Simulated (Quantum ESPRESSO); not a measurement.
# Si2W (I4/mmm) in Quantum ESPRESSO: notebook

One crystal, Si2W, is run at these levels: LDA; tasks: single point, equation of state.

Program: Quantum ESPRESSO 7.5. These are calculated values, not measurements. Logs are shortened: lines on timing, memory, paths and dates and some standing lists are left out, and cuts for length are marked.

### Step 1. The structure

It takes space group I4/mmm (No. 139, tetragonal). Conventional cell: a = 3.214 Å, b = 3.214 Å, c = 7.830 Å, α = 90.00°, β = 90.00°, γ = 90.00°. W (site symmetry 4/mmm) has 10 Si at 2.62 Å as nearest neighbours. Si (site symmetry 4mm) is surrounded by 5 Si at 2.59 to 2.63 Å and 5 W at 2.62 Å.

### Step 2. Single point, LDA, 12.67 Å³/atom

pw.in reads:

```
&CONTROL
  calculation = 'scf'
  prefix = 'pwscf'
  outdir = './tmp'
  pseudo_dir = './pseudo'
  tstress = .true.
  disk_io = 'nowf'
/
&SYSTEM
  ibrav = 0
  nat = 3
  ntyp = 2
  ecutwfc = 56
  ecutrho = 448
  nbnd = 18
  occupations = 'smearing'
  smearing = 'fd'
  degauss = 0.00367493
/
&ELECTRONS
  conv_thr = 6d-10
  electron_maxstep = 120
  mixing_beta = 0.5
/
ATOMIC_SPECIES
W    183.8400 w_lda_v1.2.uspp.F.UPF
Si    28.0850 si_lda_v1.uspp.F.UPF
CELL_PARAMETERS angstrom
  -1.5740969181    1.5740969181    3.8350306363
   1.5740969181   -1.5740969181    3.8350306363
   1.5740969181    1.5740969181   -3.8350306363
ATOMIC_POSITIONS crystal
W      0.0000000000    0.0000000000    0.0000000000
Si     0.6653000000    0.6653000000    0.0000000000
Si     0.3347000000    0.3347000000    0.0000000000
K_POINTS automatic
12 12 12 0 0 0
```

Potentials or basis: GBRV 1.5 LDA.

Started as:

```bash
OMP_NUM_THREADS=1 mpirun -n 2 pw.x -nk 2 -in pw.in > pw.out
```

pw.out:

```text
This program is part of the open-source Quantum ESPRESSO suite
     for quantum simulation of materials; please cite
[... 13 lines left out ...]
     --------------------
     sticks:   dense  smooth     PW     G-vecs:    dense   smooth      PW
     Sum        2169    1075    389                41017    14463    3125

     Using Slab Decomposition

     bravais-lattice index     =            0
     lattice parameter (alat)  =       8.3796  a.u.
     unit-cell volume          =     256.5006 (a.u.)^3
     number of atoms/cell      =            3
     number of atomic types    =            2
     number of electrons       =        22.00
     number of Kohn-Sham states=           18
     kinetic-energy cutoff     =      56.0000  Ry
     charge density cutoff     =     448.0000  Ry
     scf convergence threshold =      6.0E-10
     mixing beta               =       0.5000
     number of iterations used =            8  plain     mixing
     Exchange-correlation= SLA  PZ   NOGX NOGC
                           (   1   1   0   0   0   0   0)

     celldm(1)=   8.379614  celldm(2)=   0.000000  celldm(3)=   0.000000
     celldm(4)=   0.000000  celldm(5)=   0.000000  celldm(6)=   0.000000

     crystal axes: (cart. coord. in units of alat)
               a(1) = (  -0.354982   0.354982   0.864856 )
               a(2) = (   0.354982  -0.354982   0.864856 )
               a(3) = (   0.354982   0.354982  -0.864856 )

     reciprocal axes: (cart. coord. in units 2 pi/alat)
               b(1) = ( -0.000000  1.408522  0.578131 )
               b(2) = (  1.408522 -0.000000  0.578131 )
               b(3) = (  1.408522  1.408522  0.000000 )

     PseudoPot. # 1 for W  read from file:
     w_lda_v1.2.uspp.F.UPF
     Pseudo is Ultrasoft + core correction, Zval = 14.0
     Generated by new atomic code, or converted to UPF format
     Using radial grid of  923 points,  8 beta functions with:
                l(1) =   0
                l(2) =   0
                l(3) =   0
                l(4) =   1
                l(5) =   1
                l(6) =   2
                l(7) =   2
                l(8) =   3
     Q(r) pseudized with  6 coefficients,  rinner =    1.350   1.350   1.350
                                                       1.350   1.350   1.350
                                                       1.350

     PseudoPot. # 2 for Si read from file:
     si_lda_v1.uspp.F.UPF
     Pseudo is Ultrasoft + core correction, Zval =  4.0
     Generated by new atomic code, or converted to UPF format
     Using radial grid of  899 points,  6 beta functions with:
                l(1) =   0
                l(2) =   0
                l(3) =   1
                l(4) =   1
                l(5) =   2
                l(6) =   2
     Q(r) pseudized with  8 coefficients,  rinner =    0.900   0.900   0.900
                                                       0.900   0.900

     atomic species   valence    mass     pseudopotential
     W                14.00   183.84000     W ( 1.00)
     Si                4.00    28.08500     Si( 1.00)

     16 Sym. Ops., with inversion, found

   Cartesian axes

     site n.     atom                  positions (alat units)
         1        W      tau(   1) = (   0.0000000   0.0000000   0.0000000  )
         2        Si     tau(   2) = (   0.0000000   0.0000000   1.1507771  )
         3        Si     tau(   3) = (   0.0000000   0.0000000   0.5789345  )

     number of k points=   163  Fermi-Dirac smearing, width (Ry)=  0.0037

     Number of k-points >= 100: set verbosity='high' to print them.

     Dense  grid:    41017 G-vectors     FFT dimensions: (  60,  60,  60)

     Smooth grid:    14463 G-vectors     FFT dimensions: (  40,  40,  40)

     Initial potential from superposition of free atoms

     starting charge      21.8985, renormalised to      22.0000

     negative rho (up, down):  5.980E-02 0.000E+00
     Starting wfcs are   21 randomized atomic wfcs

     Self-consistent Calculation

     iteration #  1     ecut=    56.00 Ry     beta= 0.50
     Davidson diagonalization with overlap
     ethr =  1.00E-02,  avg # of iterations =  4.4

     Threshold (ethr) on eigenvalues was too large:
     Diagonalizing with lowered threshold

     Davidson diagonalization with overlap
     ethr =  1.81E-04,  avg # of iterations =  2.7

     negative rho (up, down):  6.243E-02 0.000E+00

     total energy              =    -178.58837835 Ry
     estimated scf accuracy    <       0.04109374 Ry

     iteration #  2     ecut=    56.00 Ry     beta= 0.50
     Davidson diagonalization with overlap
     ethr =  1.87E-04,  avg # of iterations =  1.6

     negative rho (up, down):  6.465E-02 0.000E+00

     total energy              =    -178.58884837 Ry
     estimated scf accuracy    <       0.00696175 Ry

     iteration #  3     ecut=    56.00 Ry     beta= 0.50
     Davidson diagonalization with overlap
     ethr =  3.16E-05,  avg # of iterations =  2.3

     negative rho (up, down):  6.527E-02 0.000E+00

     total energy              =    -178.58936914 Ry
     estimated scf accuracy    <       0.00243459 Ry

     iteration #  4     ecut=    56.00 Ry     beta= 0.50
     Davidson diagonalization with overlap
     ethr =  1.11E-05,  avg # of iterations =  2.2

     negative rho (up, down):  6.554E-02 0.000E+00

     total energy              =    -178.58980220 Ry
     estimated scf accuracy    <       0.00007384 Ry

     iteration #  5     ecut=    56.00 Ry     beta= 0.50
     Davidson diagonalization with overlap
     ethr =  3.36E-07,  avg # of iterations =  4.1

     negative rho (up, down):  6.541E-02 0.000E+00

     total energy              =    -178.58982503 Ry
     estimated scf accuracy    <       0.00000498 Ry

     iteration #  6     ecut=    56.00 Ry     beta= 0.50
     Davidson diagonalization with overlap
     ethr =  2.26E-08,  avg # of iterations =  2.4

     negative rho (up, down):  6.538E-02 0.000E+00

     total energy              =    -178.58982573 Ry
     estimated scf accuracy    <       0.00000010 Ry

     iteration #  7     ecut=    56.00 Ry     beta= 0.50
     Davidson diagonalization with overlap
     ethr =  4.35E-10,  avg # of iterations =  3.9

     negative rho (up, down):  6.536E-02 0.000E+00

     total energy              =    -178.58982576 Ry
     estimated scf accuracy    <          6.8E-09 Ry

     iteration #  8     ecut=    56.00 Ry     beta= 0.50
     Davidson diagonalization with overlap
     ethr =  3.08E-11,  avg # of iterations =  2.2

     negative rho (up, down):  6.536E-02 0.000E+00

     End of self-consistent calculation

     Number of k-points >= 100: set verbosity='high' to print the bands.

     the Fermi energy is    17.6834 ev

!    total energy              =    -178.58982576 Ry
     estimated scf accuracy    <          1.0E-10 Ry
     smearing contrib. (-TS)   =      -0.00013119 Ry
     internal energy E=F+TS    =    -178.58969457 Ry

     The total energy is F=E-TS. E is the sum of the following terms:
     one-electron contribution =     -26.85356397 Ry
     hartree contribution      =      26.41352128 Ry
     xc contribution           =     -50.26180093 Ry
     ewald contribution        =    -127.88785094 Ry

     convergence has been achieved in   8 iterations

     Computing stress (Cartesian axis) and pressure

     negative rho (up, down):  6.536E-02 0.000E+00
          total   stress  (Ry/bohr**3)                   (kbar)     P=       99.02
   0.00062690  -0.00000000   0.00000000           92.22       -0.00        0.00
   0.00000000   0.00062690   0.00000000            0.00       92.22        0.00
   0.00000000  -0.00000000   0.00076559            0.00       -0.00      112.62

=------------------------------------------------------------------------------=
   JOB DONE.
=------------------------------------------------------------------------------=
```

It took 47 s on 2 MPI ranks of Intel Xeon Platinum 8488C (Sapphire Rapids), shared host; peak memory 0.48 GiB.

What came out:

| Quantity | Value |
| --- | --- |
| Free energy | -2429.8384 eV |
| Pressure | 9.9 GPa |
| Band gap on the k mesh | none (metal or under the smearing width) |

### Step 3. Single point, LDA, 12.94 Å³/atom

Changes to pw.in since step 2:

```diff
@@ -28,5 +28,5 @@
 CELL_PARAMETERS angstrom
-  -1.5740969181    1.5740969181    3.8350306363
-   1.5740969181   -1.5740969181    3.8350306363
-   1.5740969181    1.5740969181   -3.8350306363
+  -1.5851824729    1.5851824729    3.8620387842
+   1.5851824729   -1.5851824729    3.8620387842
+   1.5851824729    1.5851824729   -3.8620387842
 ATOMIC_POSITIONS crystal
```

Potentials or basis: GBRV 1.5 LDA.

Started as:

```bash
OMP_NUM_THREADS=1 mpirun -n 2 pw.x -nk 2 -in pw.in > pw.out
```

Wall time 62 s (2 MPI ranks of Intel Xeon Platinum 8488C (Sapphire Rapids), shared host); peak memory 0.5 GiB.

The run converged. Its results:

```
Free energy            : -2429.8738 eV
Pressure               : 4.2 GPa
Band gap on the k mesh : none (metal or under the smearing width)
```

### Step 4. Single point, LDA, 13.21 Å³/atom

Changes to pw.in since step 3:

```diff
@@ -28,5 +28,5 @@
 CELL_PARAMETERS angstrom
-  -1.5851824729    1.5851824729    3.8620387842
-   1.5851824729   -1.5851824729    3.8620387842
-   1.5851824729    1.5851824729   -3.8620387842
+  -1.5961151113    1.5961151113    3.8886743761
+   1.5961151113   -1.5961151113    3.8886743761
+   1.5961151113    1.5961151113   -3.8886743761
 ATOMIC_POSITIONS crystal
```

Started as:

```bash
OMP_NUM_THREADS=1 mpirun -n 2 pw.x -nk 2 -in pw.in > pw.out
```

Wall time 65 s (2 MPI ranks of Intel Xeon Platinum 8488C (Sapphire Rapids), shared host); peak memory 0.5 GiB.

Results (log left out):

| Item | Value |
| --- | --- |
| Free energy | -2429.8818 eV |
| Pressure | -1.0 GPa |
| Band gap on the k mesh | none (metal or under the smearing width) |

### Step 5. Single point, LDA, 13.48 Å³/atom

Changes to pw.in since step 4:

```diff
@@ -28,5 +28,5 @@
 CELL_PARAMETERS angstrom
-  -1.5961151113    1.5961151113    3.8886743761
-   1.5961151113   -1.5961151113    3.8886743761
-   1.5961151113    1.5961151113   -3.8886743761
+  -1.6069000000    1.6069000000    3.9149500000
+   1.6069000000   -1.6069000000    3.9149500000
+   1.6069000000    1.6069000000   -3.9149500000
 ATOMIC_POSITIONS crystal
```

Started as:

```bash
OMP_NUM_THREADS=1 mpirun -n 2 pw.x -nk 2 -in pw.in > pw.out
```

Wall time 69 s (2 MPI ranks of Intel Xeon Platinum 8488C (Sapphire Rapids), shared host); peak memory 0.52 GiB.

Results (log left out):

* Free energy: -2429.8652 eV
* Pressure: -5.6 GPa
* Band gap on the k mesh: none (metal or under the smearing width)

### Step 6. Single point, LDA, 13.75 Å³/atom

Changes to pw.in since step 5:

```diff
@@ -28,5 +28,5 @@
 CELL_PARAMETERS angstrom
-  -1.6069000000    1.6069000000    3.9149500000
-   1.6069000000   -1.6069000000    3.9149500000
-   1.6069000000    1.6069000000   -3.9149500000
+  -1.6175420320    1.6175420320    3.9408775768
+   1.6175420320   -1.6175420320    3.9408775768
+   1.6175420320    1.6175420320   -3.9408775768
 ATOMIC_POSITIONS crystal
```

Potentials or basis: GBRV 1.5 LDA.

Started as:

```bash
OMP_NUM_THREADS=1 mpirun -n 2 pw.x -nk 2 -in pw.in > pw.out
```

Wall time 66 s (2 MPI ranks of Intel Xeon Platinum 8488C (Sapphire Rapids), shared host); peak memory 0.52 GiB.

Results (log left out):

```yaml
Free_energy: -2429.8267 eV
Pressure: -9.7 GPa
Band_gap_on_the_k_mesh: none (metal or under the smearing width)
```

### Step 7. Single point, LDA, 14.02 Å³/atom

Changes to pw.in since step 6:

```diff
@@ -28,5 +28,5 @@
 CELL_PARAMETERS angstrom
-  -1.6175420320    1.6175420320    3.9408775768
-   1.6175420320   -1.6175420320    3.9408775768
-   1.6175420320    1.6175420320   -3.9408775768
+  -1.6280458460    1.6280458460    3.9664684080
+   1.6280458460   -1.6280458460    3.9664684080
+   1.6280458460    1.6280458460   -3.9664684080
 ATOMIC_POSITIONS crystal
```

Started as:

```bash
OMP_NUM_THREADS=1 mpirun -n 2 pw.x -nk 2 -in pw.in > pw.out
```

It took 65 s on 2 MPI ranks of Intel Xeon Platinum 8488C (Sapphire Rapids), shared host; peak memory 0.54 GiB.

The run converged. Its results:

* Free energy: -2429.7685 eV
* Pressure: -13.4 GPa
* Band gap on the k mesh: none (metal or under the smearing width)

### Step 8. Single point, LDA, 14.29 Å³/atom

Changes to pw.in since step 7:

```diff
@@ -28,5 +28,5 @@
 CELL_PARAMETERS angstrom
-  -1.6280458460    1.6280458460    3.9664684080
-   1.6280458460   -1.6280458460    3.9664684080
-   1.6280458460    1.6280458460   -3.9664684080
+  -1.6384158444    1.6384158444    3.9917332191
+   1.6384158444   -1.6384158444    3.9917332191
+   1.6384158444    1.6384158444   -3.9917332191
 ATOMIC_POSITIONS crystal
```

Started as:

```bash
OMP_NUM_THREADS=1 mpirun -n 2 pw.x -nk 2 -in pw.in > pw.out
```

It took 63 s on 2 MPI ranks of Intel Xeon Platinum 8488C (Sapphire Rapids), shared host; peak memory 0.54 GiB.

It converged, with:

| Quantity | Value |
| --- | --- |
| Free energy | -2429.6927 eV |
| Pressure | -16.7 GPa |
| Band gap on the k mesh | none (metal or under the smearing width) |

### Step 9. Equation of state, LDA

Potentials or basis: GBRV 1.5 LDA.

This step only gathers the single runs of the series.

What came out:

```
Equilibrium volume                        : 13.16 Å³/atom
Bulk modulus at fixed shape and positions : 242 GPa
Pressure derivative of the bulk modulus   : 4.4
```

Energy against volume, from the lowest point:
| volume (Å³/atom) | energy (meV/atom) |
| --- | --- |
| 12.670 | 14.48 |
| 12.939 | 2.67 |
| 13.209 | 0.00 |
| 13.479 | 5.52 |
| 13.748 | 18.37 |
| 14.018 | 37.77 |
| 14.287 | 63.03 |

Caveat: the cell was scaled at fixed shape and fractional positions, which overstates the stiffness of a crystal with free parameters, most of all of layers and chains.
